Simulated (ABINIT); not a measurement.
Crystal: Au.

```xyz
1
Lattice="0.0000 2.0350 2.0350 2.0350 0.0000 2.0350 2.0350 2.0350 0.0000" Properties=species:S:1:pos:R:3 pbc="T T T"
Au    0.0000    0.0000    0.0000
```

Program: ABINIT 10.8.3 (patched build). Alike in all runs: task single point; no spin polarisation; cell as given; smearing fermi-dirac 0.05 eV.

Question: Order these runs on this cell by their pressure, lowest first.
A. level r2SCAN; potentials or basis JTH PAW PBE v2.0; k mesh 14 × 14 × 14; cutoff (eV) 816; fine-grid cutoff 1414.99 eV; mesh quality not flagged
B. level LDA; potentials or basis JTH PAW LDA v2.0; k mesh 7 × 7 × 7; cutoff (eV) 680; fine-grid cutoff 1278.94 eV; mesh quality coarse
C. level PBEsol; potentials or basis JTH PAW PBE v2.0; k mesh 7 × 7 × 7; cutoff (eV) 680; fine-grid cutoff 1278.94 eV; mesh quality coarse

Answer: B (-3.1 GPa), C (2.1 GPa), A (7.4 GPa).

Caveats: some runs use coarse meshes; the PAW data sets were made with another functional, which shifts forces and pressure a little (some runs).
